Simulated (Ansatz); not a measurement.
# Zn4HO4: the cost of one run

Method: DFT PBEsol, scalar-relativistic, plane waves, PAW, in Ansatz 0.2.0.

20 further runs of the same task are left out: 1 that didn't finish, 19 set aside as unsound or not needed.

## (1) Starting point

It takes space group P4_2/mnm (No. 136, tetragonal). The conventional cell has a = 5.515 Å, b = 5.515 Å, c = 3.243 Å, α = 90.00°, β = 90.00°, γ = 90.00°. Zn (site symmetry m2m) is surrounded by 4 O at 1.94 to 2.01 Å. O (site symmetry m2m) has 4 Zn at 1.94 to 2.01 Å as nearest neighbours.

Coordinates:

```cif
data_structure
_symmetry_space_group_name_H-M 'P 1'
_symmetry_Int_Tables_number 1
_cell_length_a 5.5148
_cell_length_b 5.5148
_cell_length_c 3.2430
_cell_angle_alpha 90.000
_cell_angle_beta 90.000
_cell_angle_gamma 90.000
_cell_volume 98.63
loop_
_atom_site_label
_atom_site_type_symbol
_atom_site_fract_x
_atom_site_fract_y
_atom_site_fract_z
_atom_site_occupancy
Zn1 Zn 0.18207 0.18207 0.50000 1
Zn2 Zn 0.81793 0.81793 0.50000 1
Zn3 Zn 0.68207 0.31793 0.00000 1
Zn4 Zn 0.31793 0.68207 0.00000 1
O1 O 0.81800 0.18200 0.50000 1
O2 O 0.18200 0.81800 0.50000 1
O3 O 0.68200 0.68200 0.00000 1
O4 O 0.31800 0.31800 0.00000 1
```

It goes back to an entry of the Materials Project, which need not be the stable form.

It is the result of an earlier relaxation at this level (volume 12.33 Å³/atom; gap on the mesh: 0.70 eV).

## (2) What is varied

Atoms count from 1 in the order of the input.

A guest moved over a lattice plane through the rigid host; the plane is (1 0 0) of the conventional cell, half-way across the widest gap between atomic layers, origin above O5.

First coordinate, place of H9 along a1: 10 values from 0.0 to 0.9, periodic. Second coordinate, place of H9 along a2: 10 values from 0.0 to 0.9, periodic.

Nothing else is relaxed (host rigid, guest held in the plane). Points are written as (first, second).

The two vectors of the plane (Å): (0.000, -5.515, 0.000); (0.000, 0.000, -3.243).

## (3) The run at (1/10, 0/10) of the map's two axes

input.yaml reads:

```yaml
crystal:
  lattice:
    - [5.5148137916, 0.0, 0.0]
    - [0.0, 5.5148137916, 0.0]
    - [0.0, 0.0, 3.2430062931]
  atoms:
    - { symbol: Zn, position: [0.182065724, 0.182065724, 0.5] }
    - { symbol: Zn, position: [0.817934276, 0.817934276, 0.5] }
    - { symbol: Zn, position: [0.682065724, 0.317934276, 0.0] }
    - { symbol: Zn, position: [0.317934276, 0.682065724, 0.0] }
    - { symbol: O, position: [0.8180023132, 0.1819976868, 0.5] }
    - { symbol: O, position: [0.1819976868, 0.8180023132, 0.5] }
    - { symbol: O, position: [0.6819976868, 0.6819976868, 0.0] }
    - { symbol: O, position: [0.3180023132, 0.3180023132, 0.0] }
    - { symbol: H, position: [1.0000405349, 0.0819976868, 0.5] }
basis:
  ecutwfc: 420
kpoints:
  mp_grid: { grid: [4, 4, 8] }
hamiltonian:
  xc: pbesol
  pseudopotentials: { kind: paw, azcp: { folder: soft_1 } }
scf:
  occupations: { method: gaussian, width: 0.05 }
output:
  forces: true
  stress: true
  eigenvalues: true
  write_density: true
  write_potential: true
  elf: true
  volumetric_format: npy
```

Launch:

```
> ansatz run input.yaml --threads 4 --pin off --max-ram 8192MiB --backend cpu --events-out ev --progress --plain --runs-dir out
```

Q: Estimate wall time and peak memory on 4 threads of Arm Neoverse N1, shared host.

About 22 s, with a peak of 0.48 GiB.
